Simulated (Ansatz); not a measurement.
# Eu under changes of volume

One of the cells (48.859 Å³/atom); the others are scaled copies at fixed shape and fractional positions:

```
Eu
1.0
    -2.30300    2.30300    2.30300
     2.30300   -2.30300    2.30300
     2.30300    2.30300   -2.30300
Eu
1
Direct
  0.00000 0.00000 0.00000
```

* Program: Ansatz 0.2.0
* Functional: PBEsol
* Potentials or basis: Ansatz PAW
* Cutoff: 420 eV (not typed: the program's choice for these potentials)
* k mesh: 8 × 8 × 8
* Occupations: fermi-dirac, width 0.05 eV
* Spin: collinear spin, ferromagnetic start
* Starting moments: [7.0] μB

```tsv
volume (Å³/atom)	energy over the lowest point (meV/atom)	pressure (GPa)	moment (μB per cell)
45.927	0.00	-2.2	7.31
46.904	14.04	-2.3	7.33
47.882	28.73	-2.4	7.35
48.859	44.08	-2.6	7.37
49.836	?	?	?
50.813	76.78	-2.8	7.39
51.790	94.09	-2.9	7.40
```

What does the run at 49.836 Å³/atom give?

Energy over the lowest point 60.12 meV/atom; pressure -2.7 GPa; moment 7.38 μB per cell.

Worked out: A Birch-Murnaghan fit of order 3 (a polynomial in V^(-2/3)) to the other rows has no minimum within the range. It gives 60.10 meV/atom at 49.836 Å³/atom, against the run's 60.12, and -dE/dV = -2.7 GPa, against -2.7. A parabola through the other rows of the moment, of slope 0.0124 μB per Å³/atom there, gives 7.38 μB, against the run's 7.38.

Energies are extrapolated to zero smearing.

Caveats: the PAW data sets come from PBE, with cores solved anew for the run's functional, which leaves a small shift of forces and pressure.
